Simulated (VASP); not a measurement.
# C in VASP: a series of runs

Runs on C. Level: LDA. Tasks: single point.

All numbers are computed with VASP 6.6.1; they aren't measurements. Logs are shortened: lines on timing, memory, paths and dates and some standing lists are left out, and cuts for length are marked.

### 1 Starting point

The cell holds a slab with vacuum, 8 atoms: a = 2.460 Å, b = 2.460 Å, c = 36.955 Å, α = 90.00°, β = 90.00°, γ = 120.00°.

The slab is cut from a database's or a generator's crystal, which needn't be the stable form of the element.

### 2 Single point, LDA

INCAR

```
PREC = Accurate
ENCUT = 460
EDIFF = 1E-7
ISMEAR = 1
SIGMA = 0.1
LREAL = False
LASPH = True
NELM = 120
ALGO = Normal
ISIF = 2
LWAVE = False
LCHARG = False
LDIPOL = True
IDIPOL = 3
DIPOL = 0.5 0.5 0.500
GGA = CA
NBANDS = 32
LVHAR = True
LVACPOTAV = True
```

KPOINTS

```
Automatic mesh
0
Gamma
  15 15 1
```

POSCAR

```
C
1.0
    2.4599989204      0.0000000000      0.0000000000
   -1.2299994602      2.1304215583      0.0000000000
    0.0000000000      0.0000000000     36.9550000000
C
8
Direct
    0.6666666667      0.3333333333      0.2435394399
    0.3333333334      0.6666666667      0.2438411582
    0.6666666667      0.3333333333      0.4544405358
    0.3333333334      0.6666666667      0.4547422541
    0.3333333334      0.6666666667      0.5452577459
    0.0000000000      0.0000000000      0.5455594642
    0.3333333334      0.6666666667      0.7561588418
    0.0000000000      0.0000000000      0.7564605601
```

Potentials or basis: VASP PAW LDA potentials, release 64 (C).

The run is started by

```console
$ cat potpaw_LDA.64/C/POTCAR > POTCAR
$ mpirun -np 1 vasp_std > vasp.out
```

OUTCAR:

```text
PREC = Accurate
   ENCUT = 460
   EDIFF = 1E-7
   ISMEAR = 1
   LREAL = False
   LASPH = True
   NELM = 120
   ISIF = 2
   GGA = CA

 Found     27 irreducible k-points:

 Following reciprocal coordinates:
            Coordinates               Weight
  0.000000  0.000000  0.000000      1.000000
  0.066667 -0.000000  0.000000      6.000000
  0.133333  0.000000  0.000000      6.000000
  0.200000  0.000000  0.000000      6.000000
  0.266667  0.000000  0.000000      6.000000
  0.333333  0.000000  0.000000      6.000000
   k-points           NKPTS =     27   k-points in BZ     NKDIM =     27   number of bands    NBANDS=     32
   number of dos      NEDOS =    301   number of ions     NIONS =      8
   total plane-waves  NPLWV =  87480
   dimension x,y,z NGX =    18 NGY =   18 NGZ =  270
   dimension x,y,z NGXF=    36 NGYF=   36 NGZF=  540
   ions per type =               8
   NGX,Y,Z   is equivalent  to a cutoff of  12.16, 12.16, 12.15 a.u.
   NGXF,Y,Z  is equivalent  to a cutoff of  24.33, 24.33, 24.29 a.u.
 SYSTEM =  unknown system
   PREC   = accura    normal or accurate (medium, high low for compatibility)
   ISTART =      0    job   : 0-new  1-cont  2-samecut
   ICHARG =      2    charge: 1-file 2-atom 10-const
   ISPIN  =      1    spin polarized calculation?
   LNONCOLLINEAR =      F non collinear calculations
   LSORBIT =      F    spin-orbit coupling
   LASPH  =      T    aspherical Exc in radial PAW
   ENCUT  =  460.0 eV  33.81 Ry    5.81 a.u.   4.30  4.30 64.63*2*pi/ulx,y,z
   NELM   =    120;   NELMIN=  2; NELMDL= -5     # of ELM steps
   EDIFF  = 0.1E-06   stopping-criterion for ELM
   LREAL  =      F    real-space projection
   EDIFFG = 0.1E-05   stopping-criterion for IOM
   NSW    =      0    number of steps for IOM
   IBRION =     -1    ionic relax: 0-MD 1-quasi-New 2-CG
   NFREE  =      0    steps in history (QN), initial steepest desc. (CG)
   ISIF   =      2    stress and relaxation
   ISYM   =      2    0-nonsym 1-usesym 2-fastsym
   POTIM  = 0.5000    time-step for ionic-motion
   TEBEG  =    0.0;   TEEND  =   0.0 temperature during run
   PSTRESS=    0.0 pullay stress
   NELECT =      32.0000    total number of electrons
   NUPDOWN=      -1.0000    fix difference up-down
   EMIN   =  10.00;   EMAX   =-10.00  energy-range for DOS
   EFERMI =   0.00;   METHOD = LEGACY
   ISMEAR =     1;   SIGMA  =   0.10  broadening in eV -4-tet -1-fermi 0-gaus
   EFERMI_NEDOS =   21; number of points for ismear=-14 and -15
   IALGO  =     38    algorithm
   IMIX   =      4    mixing-type and parameters
     AMIX     =   0.40;   BMIX     =  1.00
     AMIX_MAG =   1.60;   BMIX_MAG =  1.00
  volume/ion in A,a.u.               =      24.21       163.37
  Fermi-wavevector in a.u.,A,eV,Ry     =   0.898325  1.697589 10.979741  0.806988
  Thomas-Fermi vector in A             =   2.021020
   LORBIT       =      0    0 simple, 1 ext, 2 COOP (PROOUT), +10 PAW based schemes
   GGA     = CA    functional components
   LHFCALC =     F    Hartree Fock is set to
   AEXX    =    0.0000 exact exchange contribution
   IVDW    =     0    specifies the selected vdW correction
   LEPSILON=     F    determine dielectric tensor
   LRPA    =     F    only Hartree local field effects (RPA)
 non-spin polarized calculation
 Methfessel and Paxton  Order N= 1 SIGMA  =   0.10
  energy-cutoff  :      460.00
  volume of cell :      193.68
 maximum number of plane-waves:      4455
 NGX is ok and might be reduce to    18
   NGX =  9   NGY =  9   NGZ =129

 dipolmoment           0.000000      0.000000     -0.000000 electrons x Angstroem

 number of electron      31.9999990 magnetization

 dipolmoment           0.000000      0.000000      0.000000 electrons x Angstroem

 Free energy of the ion-electron system (eV)
  ---------------------------------------------------
  ext. energy  EPLUGINS =         0.00000000
  ---------------------------------------------------
  free energy    TOTEN  =       -80.73906589 eV

  energy without entropy =      -80.73756166  energy(sigma->0) =      -80.73856448

 E-fermi :  -1.2036     XC(G=0):  -4.5212

 val. band max:       -1.2046226670   @ k =   0.3333   0.3333   0.0000
 cond. band min:      -1.2031262323   @ k =   0.3333   0.3333   0.0000
 fundamental gap:      0.0014964348
 Fermi energy:        -1.2036065195

 k-point     1 :       0.0000    0.0000    0.0000
  band No.  band energies     occupation
      1     -20.6208      2.00000
      2     -20.5605      2.00000
      3     -20.5605      2.00000
      4     -20.4608      2.00000
      5      -9.3805      2.00000
      6      -8.8920      2.00000
[... 20 lines left out ...]
     27       6.7493      0.00000
     28       7.1030      0.00000

 k-point     2 :       0.0667   -0.0000    0.0000
  band No.  band energies     occupation
      1     -20.5154      2.00000
      2     -20.4556      2.00000
      3     -20.4556      2.00000
      4     -20.3564      2.00000
      5      -9.2522      2.00000
      6      -8.7655      2.00000
[... 116 lines left out ...]
 k-point     6 :       0.3333    0.0000    0.0000
  band No.  band energies     occupation
      1     -18.0261      2.00000
      2     -17.9795      2.00000
      3     -17.9795      2.00000
      4     -17.8918      2.00000
      5     -10.7555      2.00000
      6     -10.7432      2.00000
[... 20 lines left out ...]
     27       6.6372      0.00000
     28       6.7117      0.00000

 [... further k-points ...]

 [bands above 28 left out]

------------------------ aborting loop because EDIFF is reached ----------------------------------------

 vacuum level on the upper side and lower side of the slab       (xc-potential included)        -0.115        -0.115

  FORCE on cell =-STRESS in cart. coord.  units (eV):
  Direction    XX          YY          ZZ          XY          YZ          ZX
  --------------------------------------------------------------------------------------
  -------------------------------------------------------------------------------------
  Total       -2.9201221     -2.9201221     -0.2107245      0.0000000      0.0000000      0.0000000
  in kB      -24.1567179    -24.1567179     -1.7432190      0.0000000      0.0000000      0.0000000
  external PRESSURE =     -16.6855516 kB  Pullay stress =       0.0000000 kB

 VOLUME and BASIS-vectors are now :
 -----------------------------------------------------------------------------
  energy-cutoff  :      460.00
  volume of cell :      193.68
      direct lattice vectors                 reciprocal lattice vectors
     2.459998920  0.000000000  0.000000000     0.406504243  0.234695334  0.000000000
    -1.229999460  2.130421558  0.000000000     0.000000000  0.469390669  0.000000000
     0.000000000  0.000000000 36.955000000     0.000000000  0.000000000  0.027059938

 POSITION                                       TOTAL-FORCE (eV/Angst)
 -----------------------------------------------------------------------------------
      1.23000      0.71014      9.00000         0.000000     -0.000000      0.197852
      0.00000      1.42028      9.01115         0.000000     -0.000000     -0.197842
      1.23000      0.71014     16.79385        -0.000000      0.000000      0.189656
      0.00000      1.42028     16.80500         0.000000     -0.000000     -0.177330
      0.00000      1.42028     20.15000        -0.000000      0.000000      0.177330
      0.00000      0.00000     20.16115         0.000000      0.000000     -0.189656
      0.00000      1.42028     27.94385        -0.000000      0.000000      0.197842
      0.00000      0.00000     27.95500        -0.000000      0.000000     -0.197852
 -----------------------------------------------------------------------------------
    total drift:                               -0.000000     -0.000000      0.000000

  FREE ENERGIE OF THE ION-ELECTRON SYSTEM (eV)
  ---------------------------------------------------
  free  energy   TOTEN  =       -80.7390658923 eV

  energy  without entropy=      -80.7375616610  energy(sigma->0) =      -80.73856448

 vacuum level on the upper side and lower side of the slab         3.329         3.329
```

It took 2.8 min on 1 thread of Intel Xeon Platinum 8488C (Sapphire Rapids), shared host; peak memory 0.26 GiB.

These settings aren't checked as converged: the numbers below hold their error.

What came out:

```
Free energy                     : -80.7391 eV
Largest force                   : 0.198 eV/Å
Band gap on the k mesh          : none (metal or under the smearing width)
Work function of the upper face : 4.53 eV
Work function of the lower face : 4.53 eV
```

Caveat: the cutoff is under 1.25 times the usual one of these potentials, so pressure, stress and relaxed cells hold a basis-set (Pulay) error.

### 3 Single point, LDA

INCAR

```
  PREC = Accurate
  ENCUT = 650
  EDIFF = 1E-7
  ISMEAR = 1
  SIGMA = 0.1
  LREAL = False
  LASPH = True
  NELM = 120
  ALGO = Normal
  ISIF = 2
  LWAVE = False
  LCHARG = False
  LDIPOL = True
  IDIPOL = 3
  DIPOL = 0.5 0.5 0.500
  GGA = CA
  NBANDS = 32
  LVHAR = True
  LVACPOTAV = True
```

KPOINTS is that of step 2.

POSCAR is that of step 2.

Potentials or basis: VASP PAW LDA potentials, release 64 (C).

The run is started by

```console
$ cat potpaw_LDA.64/C/POTCAR > POTCAR
$ mpirun -np 1 vasp_std > vasp.out
```

Run time: 3.9 min. Hardware: 1 thread of AMD EPYC 9R45 (Zen 5), shared host; peak memory 0.32 GiB.

These settings aren't checked as converged: the numbers below hold their error.

Results:

```
Free energy                     : -80.7744 eV
Largest force                   : 0.198 eV/Å
Band gap on the k mesh          : none (metal or under the smearing width)
Work function of the upper face : 4.53 eV
Work function of the lower face : 4.53 eV
```

(Part 1 of 2 ends here.)
